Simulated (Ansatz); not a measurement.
A run of Ansatz 0.2.0:

input.yaml

```yaml
crystal:
  lattice:
    - [-1.66395, 1.66395, 1.66395]
    - [1.66395, -1.66395, 1.66395]
    - [1.66395, 1.66395, -1.66395]
  atoms:
    - { symbol: Nb, position: [0.0, 0.0, 0.0] }
hamiltonian:
  xc: blyp
  pseudopotentials: { kind: paw }
  dispersion: d4
kpoints:
  mp_grid: { grid: [11, 11, 11] }
scf:
  occupations: { method: fermi_dirac, width: 0.05 }
output:
  forces: true
  stress: true
  write_density: true
  write_potential: true
  elf: true
  volumetric_format: npy
relax:
  f_tol: 0.01
  max_steps: 40
  cell: { stress_tol: 0.05 }
```

Potentials or basis: Ansatz PAW.

Command:

```console
$ ansatz run input.yaml --threads 2 --pin off --max-ram 5632MiB --backend cpu --events-out ev --progress --plain --runs-dir out
```

Hardware: 2 threads of Intel(R) Xeon(R) Processor @ 2.70GHz, with other jobs on the host.

**Question.** How long does it take, and how much memory?

**Answer.** Wall time 3.2 s on 2 threads of Intel(R) Xeon(R) Processor @ 2.70GHz, on a shared host, peak memory 0.31 GiB. Counts: scf iterations 19, plane waves 369, k points 56, bands 11, ion steps 4.
